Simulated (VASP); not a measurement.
# V (Fd-3m) in VASP: further runs

One crystal, V, is run at these levels: BLYP; tasks: single point.

Everything below comes from runs of VASP 6.6.1. Logs are shortened: lines on timing, memory, paths and dates and some standing lists are left out, and cuts for length are marked.

### 1 The structure

Symmetry: Fd-3m, No. 227, cubic system. Conventional cell: a = 5.411 Å, b = 5.411 Å, c = 5.411 Å, α = 90.00°, β = 90.00°, γ = 90.00°. V (site symmetry -43m) has 4 V at 2.34 Å as nearest neighbours.

This isn't the form of V at room conditions, which is bcc.

### 2 Single point, BLYP

INCAR

```
SYSTEM = V
AGGAC = 1.0
AGGAX = 1.0
ALDAC = 0.0
ALDAX = 1.0
ALGO = Fast
EDIFF = 1E-6
ENCUT = 520
GGA = B5
ISIF = 2
ISMEAR = -1
LASPH = .TRUE.
LCHARG = .FALSE.
LREAL = .FALSE.
LWAVE = .FALSE.
NBANDS = 20
NELM = 100
PREC = Accurate
SIGMA = 0.1
```

KPOINTS

```
k-points
0
G
  17 17 17
  0 0 0
```

POSCAR

```
V
1.0
    0.0000000000      2.7054774497      2.7054774497
    2.7054774497      0.0000000000      2.7054774497
    2.7054774497      2.7054774497      0.0000000000
V
2
Direct
    0.1250000000      0.1250000000      0.1250000000
    0.8750000000      0.8750000000      0.8750000000
```

Potentials or basis: VASP PAW PBE potentials, release 64 (V_sv).

On the command line:

```
$ cat potpaw_PBE.64/V_sv/POTCAR > POTCAR
$ mpirun -np 1 vasp_std > vasp.out
```

OUTCAR:

```text
SYSTEM = V
   EDIFF = 1E-6
   ENCUT = 520
   GGA = B5
   ISIF = 2
   ISMEAR = -1
   LASPH = .TRUE.
   LREAL = .FALSE.
   NELM = 100
   PREC = Accurate

 ion  position               nearest neighbor table
   1  0.125  0.125  0.125-   2 2.34   2 2.34   2 2.34   2 2.34
   2  0.875  0.875  0.875-   1 2.34   1 2.34   1 2.34   1 2.34

  LATTYP: Found a face centered cubic cell.
 ALAT       =     5.4109548994

  Lattice vectors:

 A1 = (   0.0000000000,   2.7054774497,   2.7054774497)
 A2 = (   2.7054774497,   0.0000000000,   2.7054774497)
 A3 = (   2.7054774497,   2.7054774497,   0.0000000000)

Analysis of symmetry for initial positions (statically):
=====================================================================
 Subroutine PRICEL returns:
 Original cell was already a primitive cell.

 Routine SETGRP: Setting up the symmetry group for a
 face centered cubic supercell.

 Subroutine GETGRP returns: Found 48 space group operations
 (whereof 12 operations were pure point group operations)
 out of a pool of 48 trial point group operations.

The static configuration has the point symmetry D_3d.
 The point group associated with its full space group is O_h .

Analysis of symmetry for dynamics (positions and initial velocities):
=====================================================================
 Subroutine PRICEL returns:
 Original cell was already a primitive cell.

 Routine SETGRP: Setting up the symmetry group for a
 face centered cubic supercell.

 Subroutine GETGRP returns: Found 48 space group operations
 (whereof 12 operations were pure point group operations)
 out of a pool of 48 trial point group operations.

The dynamic configuration has the point symmetry D_3d.
 The point group associated with its full space group is O_h .

 Subroutine INISYM returns: Found 48 space group operations
 (whereof 12 operations are pure point group operations),
 and found     1 'primitive' translations

----------------------------------------------------------------------------------------

                                     Primitive cell

  volume of cell :      39.6061

  direct lattice vectors                    reciprocal lattice vectors
     0.000000000  2.705477450  2.705477450    -0.184810263  0.184810263  0.184810263
     2.705477450  0.000000000  2.705477450     0.184810263 -0.184810263  0.184810263
     2.705477450  2.705477450  0.000000000     0.184810263  0.184810263 -0.184810263

  length of vectors
     3.826122902  3.826122902  3.826122902     0.320100766  0.320100766  0.320100766

  position of ions in fractional coordinates (direct lattice)
     0.125000000  0.125000000  0.125000000
     0.875000000  0.875000000  0.875000000

  ion indices of the primitive-cell ions
   primitive index   ion index
                 1           1
                 2           2

----------------------------------------------------------------------------------------

 KPOINTS: k-points

Automatic generation of k-mesh.
 Grid dimensions read from file:
 generate k-points for:   17   17   17

 Generating k-lattice:

  Cartesian coordinates                     Fractional coordinates (reciprocal lattice)
    -0.010871192  0.010871192  0.010871192     0.058823529  0.000000000  0.000000000
     0.010871192 -0.010871192  0.010871192     0.000000000  0.058823529  0.000000000
     0.010871192  0.010871192 -0.010871192     0.000000000  0.000000000  0.058823529

  Length of vectors
     0.018829457  0.018829457  0.018829457

  Shift w.r.t. Gamma in fractional coordinates (k-lattice)
     0.000000000  0.000000000  0.000000000

 Subroutine IBZKPT returns following result:
 ===========================================

 Found    165 irreducible k-points:

 Following reciprocal coordinates:
            Coordinates               Weight
  0.000000  0.000000  0.000000      1.000000
  0.058824  0.000000  0.000000      8.000000
  0.117647  0.000000  0.000000      8.000000
  0.176471  0.000000  0.000000      8.000000
  0.235294  0.000000  0.000000      8.000000
  0.294118  0.000000  0.000000      8.000000
[... 16 lines left out ...]
 -0.176471  0.058824  0.000000     24.000000
 -0.117647  0.058824  0.000000     24.000000
 [... further k-points ...]
   k-points           NKPTS =    165   k-points in BZ     NKDIM =    165   number of bands    NBANDS=     20
   number of dos      NEDOS =    301   number of ions     NIONS =      2
   total plane-waves  NPLWV =  21952
   dimension x,y,z NGX =    28 NGY =   28 NGZ =   28
   dimension x,y,z NGXF=    56 NGYF=   56 NGZF=   56
   ions per type =               2
   NGX,Y,Z   is equivalent  to a cutoff of  12.17, 12.17, 12.17 a.u.
   NGXF,Y,Z  is equivalent  to a cutoff of  24.33, 24.33, 24.33 a.u.
 SYSTEM =  V
   PREC   = accura    normal or accurate (medium, high low for compatibility)
   ISTART =      0    job   : 0-new  1-cont  2-samecut
   ICHARG =      2    charge: 1-file 2-atom 10-const
   ISPIN  =      1    spin polarized calculation?
   LNONCOLLINEAR =      F non collinear calculations
   LSORBIT =      F    spin-orbit coupling
   LASPH  =      T    aspherical Exc in radial PAW
   ENCUT  =  520.0 eV  38.22 Ry    6.18 a.u.   7.11  7.11  7.11*2*pi/ulx,y,z
   NELM   =    100;   NELMIN=  2; NELMDL= -5     # of ELM steps
   EDIFF  = 0.1E-05   stopping-criterion for ELM
   LREAL  =      F    real-space projection
   EDIFFG = 0.1E-04   stopping-criterion for IOM
   NSW    =      0    number of steps for IOM
   IBRION =     -1    ionic relax: 0-MD 1-quasi-New 2-CG
   NFREE  =      0    steps in history (QN), initial steepest desc. (CG)
   ISIF   =      2    stress and relaxation
   ISYM   =      2    0-nonsym 1-usesym 2-fastsym
   POTIM  = 0.5000    time-step for ionic-motion
   TEBEG  =    0.0;   TEEND  =   0.0 temperature during run
   PSTRESS=    0.0 pullay stress
   NELECT =      26.0000    total number of electrons
   NUPDOWN=      -1.0000    fix difference up-down
   EMIN   =  10.00;   EMAX   =-10.00  energy-range for DOS
   EFERMI =   0.00;   METHOD = LEGACY
   ISMEAR =    -1;   SIGMA  =   0.10  broadening in eV -4-tet -1-fermi 0-gaus
   EFERMI_NEDOS =   21; number of points for ismear=-14 and -15
   IALGO  =     68    algorithm
   IMIX   =      4    mixing-type and parameters
     AMIX     =   0.40;   BMIX     =  1.00
     AMIX_MAG =   1.60;   BMIX_MAG =  1.00
  volume/ion in A,a.u.               =      19.80       133.64
  Fermi-wavevector in a.u.,A,eV,Ry     =   1.422805  2.688711 27.543279  2.024374
  Thomas-Fermi vector in A             =   2.543470
   LORBIT       =      0    0 simple, 1 ext, 2 COOP (PROOUT), +10 PAW based schemes
   GGA     = B5    functional components
   LHFCALC =     F    Hartree Fock is set to
   AEXX    =    0.0000 exact exchange contribution
   IVDW    =     0    specifies the selected vdW correction
   LEPSILON=     F    determine dielectric tensor
   LRPA    =     F    only Hartree local field effects (RPA)
 non-spin polarized calculation
 RMM-DIIS sequential band-by-band and
  energy-cutoff  :      520.00
  volume of cell :       39.61
 maximum number of plane-waves:      1079
   NGX = 15   NGY = 15   NGZ = 15

 number of electron      25.9999985 magnetization

 Free energy of the ion-electron system (eV)
  ---------------------------------------------------
  ext. energy  EPLUGINS =         0.00000000
  ---------------------------------------------------
  free energy    TOTEN  =       -11.78336288 eV

  energy without entropy =      -11.60535292  energy(sigma->0) =      -11.69435790

 E-fermi :   6.0897     XC(G=0):  -9.9827

 val. band max:        6.0852213161   @ k =   0.4706   0.2941   0.0588
 cond. band min:       6.0935713211   @ k =  -0.2353   0.0588   0.0000
 fundamental gap:      0.0083500050
 Fermi energy:         6.0896579408

 k-point     1 :       0.0000    0.0000    0.0000
  band No.  band energies     occupation
      1     -57.2963      2.00000
      2     -56.7854      2.00000
      3     -31.5058      2.00000
      4     -31.5058      2.00000
      5     -31.5058      2.00000
      6     -30.7796      2.00000
[... 12 lines left out ...]
     19       9.5944      0.00000
     20      18.9302      0.00000

 k-point     2 :       0.0588    0.0000    0.0000
  band No.  band energies     occupation
      1     -57.2931      2.00000
      2     -56.7887      2.00000
      3     -31.5091      2.00000
      4     -31.5091      2.00000
      5     -31.5059      2.00000
      6     -30.7800      2.00000
[... 12 lines left out ...]
     19       9.5914      0.00000
     20      17.7100      0.00000

 k-point     3 :       0.1176    0.0000    0.0000
  band No.  band energies     occupation
      1     -57.2837      2.00000
      2     -56.7984      2.00000
      3     -31.5185      2.00000
      4     -31.5185      2.00000
      5     -31.5061      2.00000
      6     -30.7813      2.00000
[... 12 lines left out ...]
     19       9.5810      0.00000
     20      16.3282      0.00000

 k-point     4 :       0.1765    0.0000    0.0000
  band No.  band energies     occupation
      1     -57.2686      2.00000
      2     -56.8139      2.00000
      3     -31.5323      2.00000
      4     -31.5323      2.00000
      5     -31.5066      2.00000
      6     -30.7830      2.00000
[... 12 lines left out ...]
     19       9.5591      0.00000
     20      14.9857      0.00000

 k-point     5 :       0.2353    0.0000    0.0000
  band No.  band energies     occupation
      1     -57.2490      2.00000
      2     -56.8341      2.00000
      3     -31.5482      2.00000
      4     -31.5482      2.00000
      5     -31.5076      2.00000
      6     -30.7848      2.00000
[... 12 lines left out ...]
     19       9.5198      0.00000
     20      13.7094      0.00000

 k-point     6 :       0.2941    0.0000    0.0000
  band No.  band energies     occupation
      1     -57.2264      2.00000
      2     -56.8572      2.00000
      3     -31.5641      2.00000
      4     -31.5641      2.00000
      5     -31.5090      2.00000
      6     -30.7863      2.00000
[... 12 lines left out ...]
     19       9.4576      0.00000
     20      12.5299      0.00000

 k-point     7 :       0.3529    0.0000    0.0000
  band No.  band energies     occupation
      1     -57.2034      2.00000
      2     -56.8808      2.00000
      3     -31.5778      2.00000
      4     -31.5778      2.00000
      5     -31.5104      2.00000
      6     -30.7873      2.00000
[... 12 lines left out ...]
     19       9.3709      0.00000
     20      11.4953      0.00000
[... 277 lines left out ...]
 k-point    20 :      -0.3529    0.0588    0.0000
  band No.  band energies     occupation
      1     -57.1935      2.00000
      2     -56.8909      2.00000
      3     -31.6020      2.00000
      4     -31.5798      2.00000
      5     -31.4914      2.00000
      6     -30.8045      2.00000
[... 12 lines left out ...]
     19       9.4710      0.00000
     20      11.1946      0.00000

 k-point    21 :      -0.2941    0.0588    0.0000
  band No.  band energies     occupation
      1     -57.2160      2.00000
      2     -56.8679      2.00000
      3     -31.5893      2.00000
      4     -31.5657      2.00000
      5     -31.4927      2.00000
      6     -30.8016      2.00000
[... 12 lines left out ...]
     19       9.5598      0.00000
     20      12.1681      0.00000

 k-point    22 :      -0.2353    0.0588    0.0000
  band No.  band energies     occupation
      1     -57.2390      2.00000
      2     -56.8443      2.00000
      3     -31.5730      2.00000
      4     -31.5497      2.00000
      5     -31.4944      2.00000
      6     -30.7978      2.00000
[... 12 lines left out ...]
     19       9.6143      0.00000
     20      13.3070      0.00000

 k-point    23 :      -0.1765    0.0588    0.0000
  band No.  band energies     occupation
      1     -57.2598      2.00000
      2     -56.8230      2.00000
      3     -31.5547      2.00000
      4     -31.5338      2.00000
      5     -31.4966      2.00000
      6     -30.7935      2.00000
[... 12 lines left out ...]
     19       9.6383      0.00000
     20      14.5546      0.00000

 k-point    24 :      -0.1176    0.0588    0.0000
  band No.  band energies     occupation
      1     -57.2765      2.00000
      2     -56.8058      2.00000
      3     -31.5364      2.00000
      4     -31.5205      2.00000
      5     -31.4993      2.00000
      6     -30.7888      2.00000
[... 12 lines left out ...]
     19       9.6382      0.00000
     20      15.8729      0.00000

 [... further k-points ...]

------------------------ aborting loop because EDIFF is reached ----------------------------------------

  FORCE on cell =-STRESS in cart. coord.  units (eV):
  Direction    XX          YY          ZZ          XY          YZ          ZX
  --------------------------------------------------------------------------------------
  -------------------------------------------------------------------------------------
  Total        0.0776456      0.0776456      0.0776456      0.0000000     -0.0000000      0.0000000
  in kB        3.1409855      3.1409855      3.1409855      0.0000000     -0.0000000      0.0000000
  external PRESSURE =       3.1409855 kB  Pullay stress =       0.0000000 kB

 VOLUME and BASIS-vectors are now :
 -----------------------------------------------------------------------------
  energy-cutoff  :      520.00
  volume of cell :       39.61
      direct lattice vectors                 reciprocal lattice vectors
     0.000000000  2.705477450  2.705477450    -0.184810263  0.184810263  0.184810263
     2.705477450  0.000000000  2.705477450     0.184810263 -0.184810263  0.184810263
     2.705477450  2.705477450  0.000000000     0.184810263  0.184810263 -0.184810263

 POSITION                                       TOTAL-FORCE (eV/Angst)
 -----------------------------------------------------------------------------------
      0.67637      0.67637      0.67637        -0.000000     -0.000000     -0.000000
      4.73459      4.73459      4.73459         0.000000      0.000000      0.000000
 -----------------------------------------------------------------------------------
    total drift:                                0.000000      0.000000     -0.000000

  FREE ENERGIE OF THE ION-ELECTRON SYSTEM (eV)
  ---------------------------------------------------
  free  energy   TOTEN  =       -11.7833628789 eV

  energy  without entropy=      -11.6053529246  energy(sigma->0) =      -11.69435790
```

Run time: 3.7 min. Hardware: 1 thread of AMD EPYC, shared host; peak memory 0.19 GiB.

Results:

| Quantity | Value |
| --- | --- |
| Free energy | -11.7834 eV |
| Pressure | 0.3 GPa |
| Band gap on the k mesh | none (metal or under the smearing width) |

Levels at points of the mesh, in eV from the Fermi level:
| k point | band 9 | band 10 | band 11 | band 12 | band 13 | band 14 | band 15 | band 16 | band 17 | band 18 |
| --- | --- | --- | --- | --- | --- | --- | --- | --- | --- | --- |
| (0.00, 0.00, 0.00) | -4.94 | -0.93 | -0.93 | -0.50 | -0.50 | -0.50 | 1.41 | 1.41 | 1.41 | 3.50 |

Caveat: the PAW data sets were made with another functional, which shifts forces and pressure a little.

### 3 Single point, BLYP

This run uses another cell than the first one, of 22.18 Å³/atom, 1.120 times its volume.

INCAR

```
SYSTEM = V
PREC = Accurate ; ENCUT = 520
EDIFF = 1E-7 ; ISMEAR = -1
SIGMA = 0.1 ; LREAL = .False.
LASPH = .True. ; NELM = 100
ALGO = Fast ; ISIF = 2
LWAVE = .False. ; LCHARG = .False.
GGA = B5 ; ALDAX = 1.0
AGGAX = 1.0 ; AGGAC = 1.0
ALDAC = 0.0 ; NBANDS = 20
```

KPOINTS

```
Automatic mesh
0
Gamma
  17 17 17
  0 0 0
```

POSCAR

```
V
1.0
    0.0000000000      2.8096351400      2.8096351400
    2.8096351400      0.0000000000      2.8096351400
    2.8096351400      2.8096351400      0.0000000000
V
2
Direct
    0.1250000000      0.1250000000      0.1250000000
    0.8750000000      0.8750000000      0.8750000000
```

Potentials or basis: VASP PAW PBE potentials, release 64 (V_sv).

On the command line:

```
$ cat potpaw_PBE.64/V_sv/POTCAR > POTCAR
$ mpirun -np 1 vasp_std > vasp.out
```

Wall time 5.2 min (1 thread of AMD EPYC, shared host); peak memory 0.21 GiB.

It converged, with:

* Free energy: -11.7109 eV
* Pressure: -4.8 GPa
* Band gap on the k mesh: none (metal or under the smearing width)

Levels at points of the mesh, in eV from the Fermi level:
```tsv
k point	band 9	band 10	band 11	band 12	band 13	band 14	band 15	band 16	band 17	band 18
(0.00, 0.00, 0.00)	-4.66	-0.70	-0.70	-0.43	-0.43	-0.43	1.29	1.29	1.29	3.11
```

Caveat: the PAW data sets were made with another functional, which shifts forces and pressure a little.

(Continued in part 2 of 2.)
